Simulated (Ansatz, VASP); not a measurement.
**One calculation of MgH2, two programs**

```
CELL_PARAMETERS angstrom
0.00000 2.97344 2.97344
2.97344 0.00000 2.97344
2.97344 2.97344 0.00000
ATOMIC_POSITIONS crystal
Mg 0.00000 0.00000 0.00000
Mg 0.25000 0.25000 0.25000
H 0.62500 0.62500 0.62500
H 0.12500 0.62500 0.62500
H 0.62500 0.62500 0.12500
H 0.62500 0.12500 0.62500
```

Alike in both runs: functional PBE; k mesh 6 × 6 × 6; occupations gaussian, width 0.1 eV; no spin polarisation.

Ansatz relaxed the structure, and its values are those at the end. VASP's run is a single point on that final structure, the one shown.

|  | VASP | Ansatz |
| --- | --- | --- |
| version | VASP 6.6.1 | Ansatz 0.2.0 |
| potentials or method | VASP PAW PBE potentials, release 64 (Mg, H) | scalar-relativistic, plane waves, PAW |
| plane-wave cutoff (eV) | 520 | 420 |
| valence electrons in the cell | 8 | 24 |

|  | VASP | Ansatz | Ansatz less VASP |
| --- | --- | --- | --- |
| gap on the k mesh at the Fermi level (eV) | none | none | - |
| pressure (GPa) | -0.4 | -0.1 | +0.25 |

A gap of «none» marks a metal or a gap that the smearing closes. The two sets of potentials don't hold the same shells in valence.
